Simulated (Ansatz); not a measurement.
# RuS2: field gradients at two levels of theory

Cell: a computed structure from the Materials Project (it need not be an observed phase), atoms as given.

Space group Pa-3 (No. 205); a = 5.6306 Å.

| site | Wyckoff | site symmetry | x | y | z |
| --- | --- | --- | --- | --- | --- |
| Ru | 4a | .-3. | 0.0000 | 0.5000 | 0.5000 |
| S | 8c | .3. | 0.3882 | 0.1118 | 0.8882 |

One atom of each set is listed.

First run. The numbers come from a DFT calculation in Ansatz (PBE, plane waves and PAW, scalar-relativistic, collinear spin, 420 eV cutoff, Γ-centred 5×5×5 k-points, Fermi–Dirac smearing 0.02 eV). Start moments as typed (μB): 2 on each Ru, none on the rest.

```csv
site,V_zz (10²¹ V/m²),η
Ru,-4.71,0.00
S,14.59,0.00
```

Second run. The same atoms and settings, except that the functional is r2SCAN and the cutoff is 500 eV.

(1) Given the first result, estimate the second.

Results:

(1) 

```csv
site,V_zz,η,change of V_zz
Ru,-4.52,0.00,+0.19
S,15.69,0.00,+1.10
```

The largest change of V_zz is on S, from 14.59 to 15.69. In per cent, |V_zz| changes by -4 on Ru, +8 on S (all sites that start above 0.5).

Without spin–orbit coupling (the program notes it for Ru) the gradients can shift somewhat, as the gap is small. With these PAW files V_zz is typically within 2 to 3 % of all-electron values, but misses above 10 % occur on Ru. The start moments die out, and the run ends without spin.
For the second run: The program didn't check the stability of this electronic state in full, so a lower one may lie near.
